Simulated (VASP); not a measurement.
A run of VASP 6.6.1 is set up as follows.

POSCAR

```
C
1.0
    0.0000000000      2.0631900000      3.3480000000
    1.1911600000      0.0000000000      3.3480000000
    1.1911600000      2.0631900000      0.0000000000
C
2
Direct
    0.1666700000      0.8333300000      0.1666700000
    0.8333300000      0.1666700000      0.8333300000
```

The input INCAR.step1:

```
SYSTEM = C
PREC     = Accurate       ! precision mode
ENCUT    = 520            ! plane-wave cutoff, eV
ISMEAR   = 0              ! smearing method
SIGMA    = 0.05           ! smearing width, eV
LREAL    = .False.        ! projectors in reciprocal space
LASPH    = .True.         ! aspherical terms in the spheres
NELM     = 100            ! most SCF steps
NBANDS   = 11             ! bands
GGA      = PE             ! functional
ALGO     = Normal         ! electronic algorithm
EDIFF    = 1E-4           ! SCF threshold, eV
LWAVE    = .True.         ! write WAVECAR
LCHARG   = .False.        ! write CHGCAR
```

INCAR.step2

```
SYSTEM = C
PREC     = Accurate       ! precision mode
ENCUT    = 520            ! plane-wave cutoff, eV
EDIFF    = 1E-6           ! SCF threshold, eV
ISMEAR   = 0              ! smearing method
SIGMA    = 0.05           ! smearing width, eV
LREAL    = .False.        ! projectors in reciprocal space
LASPH    = .True.         ! aspherical terms in the spheres
NELM     = 100            ! most SCF steps
ALGO     = Normal         ! electronic algorithm
ISIF     = 2              ! what is computed and relaxed
LWAVE    = .False.        ! write WAVECAR
LCHARG   = .False.        ! write CHGCAR
METAGGA  = R2SCAN         ! meta-GGA
LMIXTAU  = .True.       
NBANDS   = 11             ! bands
ISTART   = 1
```

File KPOINTS:

```
regular mesh
0
Gamma
  14 14 14
  0 0 0
```

Potentials or basis: VASP PAW PBE potentials, release 64 (C).

Command:

```bash
$ cat potpaw_PBE.64/C/POTCAR > POTCAR
$ cp INCAR.step1 INCAR
$ mpirun -np 1 vasp_std > vasp.out
$ cp INCAR.step2 INCAR
$ mpirun -np 1 vasp_std > vasp.out
```

(1) Predict the pressure.

(2) What does it give for the band gap on the k mesh?

(3) Predict the largest force.

Answers

(1) 30.9 GPa.

(2) 0.51 eV, indirect (least direct gap 0.62 eV).

(3) 0.026 eV/Å.

Caveat: so large a pressure means that the cell lies far from this level's equilibrium, or that cutoff or potentials fall short; the potentials were made for another functional, which shifts forces and pressure.
